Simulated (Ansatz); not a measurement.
Level of theory: Ansatz 0.2.0, DFT PBE, scalar-relativistic, plane waves, PAW. Settings: cutoff 420 eV, Γ-centred meshes spaced at most about 0.3 Å⁻¹, and about 0.25 Å⁻¹ or finer for metals (2π included), Gaussian smearing. No spin polarisation.

Temperature and zero-point effects are left out.

Two forms of Sn₃S₅ were relaxed alike.

A.

Space group Pm-3m (No. 221). a = 5.676 Å, b = 5.676 Å, c = 5.676 Å, α = 90.00°, β = 90.00°, γ = 90.00°
| atom | site | symmetry | x | y | z |
| --- | --- | --- | --- | --- | --- |
| Sn | 3c | 4/mm.m | 0.5000 | 0.0000 | 0.5000 |
| S | 3d | 4/mm.m | 0.0000 | 0.5000 | 0.0000 |
| S | 1a | m-3m | 0.0000 | 0.0000 | 0.0000 |
| S | 1b | m-3m | 0.5000 | 0.5000 | 0.5000 |

B.

Space group Pmmm (No. 47). a = 3.660 Å, b = 3.810 Å, c = 13.458 Å, α = 90.00°, β = 90.00°, γ = 90.00°
```csv
atom,site,symmetry,x,y,z
Sn,2s,mm2,0.5000,0.0000,0.8097
Sn,1h,mmm,0.5000,0.5000,0.5000
S,1c,mmm,0.0000,0.0000,0.5000
S,1a,mmm,0.0000,0.0000,0.0000
S,1f,mmm,0.5000,0.5000,0.0000
S,2r,mm2,0.0000,0.5000,0.7336
```

**Question.** Which form is favoured at zero pressure, and by what margin per atom?

**Answer.** A is lower, by 54 meV/atom. A has space group Pm-3m (No. 221), 22.9 Å³/atom and no gap on its mesh; B has space group Pmmm (No. 47), 23.5 Å³/atom and no gap. Counting S atoms around Sn (those within 1.25 times the shortest such distance or 1.15 times the sum of covalent radii, 1.27 where that leaves under three; a plus sign parts nearer from farther groups; a slash parts the counts of unlike sites), A has Sn 6 and B has Sn 4/4+4. Both come from invented guesses. The lowest form computed isn't among them: it has space group P1 (No. 1), 34.2 Å³/atom and lies 39 meV/atom below the best shown.

No dispersion correction is applied, so the spacing and binding between layers, chains or molecules are poorly described (Pmmm), and this can change margins and order among such cells. Cells relaxed within their symmetry can be saddle points. Some structure types and database cells were kept out of the candidates from the start, so a known form may be missing.
